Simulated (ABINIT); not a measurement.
ZrSe2:

```
Zr Se
1.0
     3.79800    0.00000    0.00000
    -1.89900    3.28916    0.00000
     0.00000    0.00000    6.19200
Zr Se
1 2
Cartesian
  0.0000 0.0000 0.0000
  1.8990 1.0964 4.6440
  0.0000 2.1928 1.5480
```

Base run:

* Program: ABINIT 10.8.3 (patched build)
* Functional: rPW86PBE
* Potentials or basis: JTH PAW PBE v2.0
* Cutoff: 463 eV
* k mesh: 8 × 8 × 5
* Occupations: fermi-dirac, width 0.05 eV
* Spin: no spin polarisation

Its results: band gap on the k mesh 0.43 eV, indirect (least direct gap 1.06 eV); pressure 5.2 GPa; largest force 0.593 eV/Å.

Q: The run is repeated on the same cell with these changes: functional from rPW86PBE to WC. What comes out?

A: Band gap on the k mesh 0.37 eV, indirect (least direct gap 1.03 eV); pressure -1.0 GPa; largest force 0.115 eV/Å.

Caveats: the PAW data sets were made with another functional, which shifts forces and pressure a little; this functional lacks dispersion, which binds the layers, so the pressure and a relaxed spacing across them are unreliable (some runs).

A k mesh can miss the band edges.
